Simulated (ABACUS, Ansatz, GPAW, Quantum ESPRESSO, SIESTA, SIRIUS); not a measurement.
## KCl: bulk modulus by level of theory

The structure is cubic, space group Fm-3m (No. 225). Conventional cell: a = 6.293 Å, b = 6.293 Å, c = 6.293 Å, α = 90.00°, β = 90.00°, γ = 90.00°. K (site symmetry m-3m) is surrounded by 6 Cl at 3.15 Å. Cl (site symmetry m-3m) has 6 K at 3.15 Å as nearest neighbours.

| rung | level | program and potentials | cutoff (eV) | k mesh | smearing | core time | chip | bulk modulus (GPa) | notes |
| --- | --- | --- | --- | --- | --- | --- | --- | --- | --- |
| GGA | PBEsol | Ansatz, all-electron LAPW, scalar-relativistic | - | 7 × 7 × 7 | fermi-dirac 0.05 | 25 s | Intel Xeon Platinum 8259CL Skylake/Cascade Lake | 18.4 | - |
| GGA | PW91 | ABACUS, SPMS ONCV 1.0 PBE, plane waves | 1007 | 6 × 6 × 6 | fermi-dirac 0.05 | 64 s | Intel Xeon Platinum 8559C Emerald Rapids | 16.1 | potentials made for PBE; fit through 4 volumes |
| GGA + dispersion | PBE+D3(BJ) | GPAW, GPAW PAW data sets (gpaw-data 1.2.1) | 600 | 7 × 7 × 7 | fermi-dirac 0.05 | 67 s | Intel Xeon Platinum 8488C Sapphire Rapids | 19.0 | - |
| GGA | PBE | GPAW, GPAW PAW data sets (gpaw-data 1.2.1), newer versions | 600 | 7 × 7 × 7 | fermi-dirac 0.05 | 72 s | Arm Neoverse V2 | 15.8 | - |
| GGA + dispersion | PBEsol+D3(zero damping) | GPAW, PAW data sets generated for this functional | 600 | 7 × 7 × 7 | fermi-dirac 0.05 | 95 s | Arm Neoverse V1 | 17.5 | - |
| GGA | PBEint | Quantum ESPRESSO, PseudoDojo 0.4.1 SR PBE standard | 1007 | 7 × 7 × 7 | fermi-dirac 0.05 | 2.7 min | Arm Neoverse V1 | 15.9 | potentials made for PBE |
| GGA | PBEsol | ABACUS, PseudoDojo NC SR 0.4.1 PBEsol standard, plane waves | 1007 | 7 × 7 × 7 | fermi-dirac 0.05 | 3 min | Intel Xeon 6975P-C Granite Rapids | 18.5 | - |
| GGA | PBEsol | SIESTA, files PseudoDojo sr-pbesol-0.4.1-standard, DZP (energy shift 0.003 Ry; two zetas on semicore shells; d shell added on K) | - | 7 × 7 × 7 | fermi-dirac 0.05 | 3.3 min | Arm Neoverse V1 | 18.8 | atomic basis |
| GGA | WC | SIRIUS, all-electron FP-LAPW, apw+lo standard | - | 7 × 7 × 7 | fermi-dirac 0.05 | 4 min | Arm Neoverse V2 | 17.1 | - |
| GGA | SOGGA | ABACUS, PseudoDojo NC SR 0.4.1 PBEsol standard, plane waves | 1007 | 6 × 6 × 6 | fermi-dirac 0.05 | 4.8 min | AMD EPYC 7571 | 18.2 | potentials made for PBEsol; fit through 4 volumes |
| GGA | PBEsol | SIRIUS, all-electron FP-LAPW, apw+lo standard | - | 7 × 7 × 7 | fermi-dirac 0.05 | 5.1 min | AMD EPYC 7R43 Zen 3 | 18.4 | - |
| non-local van der Waals functional | rev-vdW-DF2 | Quantum ESPRESSO, PseudoDojo 0.4.1 SR PBE standard | 1007 | 7 × 7 × 7 | fermi-dirac 0.05 | 19 min | Arm Neoverse N1 | 18.9 | potentials made for PBE |

Times are single runs on shared hosts and different chips, so they are rough; meshes, cutoffs and the tasks' sizes weigh on the time. Task: equation of state. All rows: no spin polarisation. Smearing widths are in eV. The cell comes from a database and isn't always the measured one. Meshes differ between rows, which moves values too. Meshes are those of the run's cell of 2 atoms unless a note names another. Runs on faulty files, with rough fits or with known faults for this quantity aren't shown. No row holds spin-orbit coupling.

By rung: GGA 15.8 to 18.5; GGA + dispersion 17.5 to 19.0; non-local van der Waals functional 18.9; GGA in atomic bases 18.8 (GPa).
